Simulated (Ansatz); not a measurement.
**Which element?**

Cell vectors (Å):

```
3.8540 0.0000 0.0000
0.0000 3.8540 0.0000
0.0000 0.0000 4.0567
```

| atom | a | b | c |
| --- | --- | --- | --- |
| Ti | 0.5000 | 0.5000 | 0.5416 |
| Pb | 0.0000 | 0.0000 | 0.0076 |
| X | 0.5000 | 0.5000 | 0.1035 |
| X | 0.5000 | 0.0000 | 0.6143 |
| X | 0.0000 | 0.5000 | 0.6143 |

Computed with LDA, PAW on Ansatz 0.2.0's default frozen-core files (fitted under PBE), scalar-relativistic. k mesh 6×6×6, strains of ±0.005, fixed occupations.

Elastic constants of a crystal by Kohn-Sham DFT: slopes of the stress over finite engineering strains of the given cell, Voigt indices, Cartesian axes as in the cell vectors.

```csv
index,elastic (GPa)
11,285.5
12,116.7
13,90.1
33,90.6
44,62.1
66,105.2
```

Question: All X atoms are one element. Which one was computed?

Answer: O; the crystal is TiPbO3 (P4mm).

Caveats: frozen-core PAW files fitted under PBE, their cores solved anew for the functional of the run; constants at zero field, no piezoelectric stiffening; no spin-orbit coupling on heavy atoms.
